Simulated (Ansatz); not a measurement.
Input of an Ansatz 0.2.0 run:

input.yaml

```yaml
crystal:
  lattice:
    - [0.0, 2.702, 2.702]
    - [2.702, 0.0, 2.702]
    - [2.702, 2.702, 0.0]
  atoms:
    - { symbol: Zn, position: [0.75, 0.75, 0.75] }
    - { symbol: S, position: [0.0, 0.0, 0.0] }
hamiltonian:
  xc:
    exchange: hjs_pbesol
    correlation: pbesol
    exx: { coeff: 0.25, omega: 0.207 }
  pseudopotentials: { kind: paw }
kpoints:
  mp_grid: { grid: [5, 5, 5] }
  band_path:
    path:
      - [[0.0, 0.0, 0.0], [0.5, 0.0, 0.5], [0.5, 0.25, 0.75], [0.375, 0.375, 0.75], [0.0, 0.0, 0.0], [0.5, 0.5, 0.5], [0.625, 0.25, 0.625], [0.5, 0.25, 0.75], [0.5, 0.5, 0.5], [0.375, 0.375, 0.75]]
      - [[0.625, 0.25, 0.625], [0.5, 0.0, 0.5]]
    npoints: 4
scf:
  occupations: { method: fermi_dirac, width: 0.05 }
  n_extra_bands: 6
output:
  forces: true
  stress: true
  eigenvalues: true
  fatbands: false
  write_density: true
  write_potential: true
  elf: true
  volumetric_format: npy
```

Potentials or basis: Ansatz PAW.

The run is started by

```bash
$ ansatz run input.yaml --threads 2 --pin off --max-ram 5632MiB --backend cpu --events-out ev --progress --plain --runs-dir out
```

**Question.** Predict the band gap on the k mesh.

**Answer.** 3.19 eV, direct.

**Question.** Predict the pressure.

**Answer.** -1.7 GPa.

**Question.** What does it give for the band gap along the path?

**Answer.** 3.19 eV, direct.

Levels at the corners of the path, in eV from the valence-band top:
```csv
point,band 7,band 8,band 9,band 10,band 11,band 12
Γ,0.00,0.00,0.00,3.19,7.60,7.60
X,-5.04,-2.36,-2.36,4.24,5.16,12.41
W,-4.87,-3.01,-2.89,6.66,7.48,9.11
K,-4.94,-3.38,-1.93,5.10,7.20,10.62
Γ,0.00,0.00,0.00,3.19,7.60,7.60
L,-5.65,-0.92,-0.92,4.44,8.09,8.09
U,-4.94,-3.38,-1.93,5.10,7.20,10.62
W,-4.87,-3.01,-2.89,6.66,7.48,9.11
L,-5.65,-0.92,-0.92,4.44,8.09,8.09
K,-4.94,-3.38,-1.93,5.10,7.20,10.62
U,-4.94,-3.38,-1.93,5.10,7.20,10.62
X,-5.04,-2.36,-2.36,4.24,5.16,12.41
```

Caveat: the PAW data sets come from PBE, with cores solved anew for the run's functional, which leaves a small shift of forces and pressure; the thresholds are loose for stress.

**Measured values to compare with.**

From “Electronic, vibrational, and thermodynamic properties of ZnS (zincblende and rocksalt structure)”, 2009, arxiv:0911.5022, for a bulk crystal of ZnS at 19 K: band gap 3.85 eV (direct).

Against the measured gap of ZnS, 3.85 eV (direct; 19 K; quoted in “Electronic, vibrational, and thermodynamic properties of ZnS (zincblende and rocksalt structure)”, 2009, arxiv:0911.5022), the calculated 3.19 eV is off by -0.66 eV. The value is that of HSEsol, without temperature or zero-point motion.
